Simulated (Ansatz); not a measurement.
CuO:

```
Cu O
1.0
     2.34465   -1.71340    0.00000
     2.34465    1.71340    0.00000
    -0.86055    0.00000    5.05944
Cu O
2 2
Direct
  0.00320 0.49680 0.00000
  0.49680 0.00320 0.50000
  0.57140 0.40560 0.25370
  0.40560 0.57140 0.75370
```

- Program: Ansatz 0.2.0
- Task: relaxation of cell and atoms
- Functional: RPBE
- Potentials or basis: Ansatz PAW
- Cutoff: 420 eV (not typed: the program's choice for these potentials)
- k mesh: 10 × 10 × 5
- Occupations: fermi-dirac, width 0.05 eV
- Spin: no spin polarisation

At the start: volume 10.16 Å³/atom.

How do energy, volume and symmetry change on relaxing?

It ends after 20 steps and the volume is 11.61 Å³/atom (+14.3 %); space group P4_2/mmc (No. 131, to 0.05 Å).

The path:
| step | energy change (eV) | largest force (eV/Å) | volume (Å³) |
| --- | --- | --- | --- |
| 1 | 0.0000 | 0.7862 | 40.65 |
| 2 | -0.1304 | 0.5617 | 42.77 |
| 3 | -0.2069 | 0.2537 | 43.95 |
| 4 | -0.2285 | 0.0166 | 45.23 |
| 5 | -0.2316 | 0.0029 | 45.03 |
| 6 | -0.2317 | 0.0008 | 45.00 |
| 7 | -0.2317 | 0.0006 | 45.01 |
| 8 | -0.2904 | 0.0022 | 45.01 |
| 9 | -0.3150 | 0.0029 | 45.70 |
| 10 | -0.3228 | 0.0201 | 46.28 |
| 11 | -0.3242 | 0.0007 | 46.16 |
| 12 | -0.3241 | 0.0006 | 46.20 |
| 13 | -0.3388 | 0.0024 | 46.20 |
| 14 | -0.3427 | 0.0006 | 46.33 |
| 15 | -0.3427 | 0.0009 | 46.46 |
| 16 | -0.3431 | 0.0000 | 46.42 |
| 17 | -0.3451 | 0.0002 | 46.42 |
| 18 | -0.3454 | 0.0003 | 46.44 |
| 19 | -0.3454 | 0.0002 | 46.44 |
| 20 | -0.3456 | 0.0002 | 46.44 |

Final structure:
```xyz
4
Lattice="2.1139 -2.1091 0.1681 2.1139 2.1091 0.1681 -0.4131 0.0000 5.1756" Properties=species:S:1:pos:R:3 pbc="T T T"
Cu    1.0319    1.0546    0.0917
Cu    0.8254   -1.0546    2.6795
O     1.9856   -0.0003    1.4697
O     1.7791    0.0003    4.0575
```

Caveat: the plane-wave basis is chosen anew once the cell has moved, so the energies of steps on either side of that aren't comparable; the pressure holds a Pulay correction of +0.6 GPa for the finite cutoff; the volume moved by +14 % from the deposited cell, more than functionals usually miss; the run has no spin polarisation, though such a crystal can be magnetic; the PAW data sets come from PBE, with cores solved anew for the run's functional, which leaves a small shift of forces and pressure.
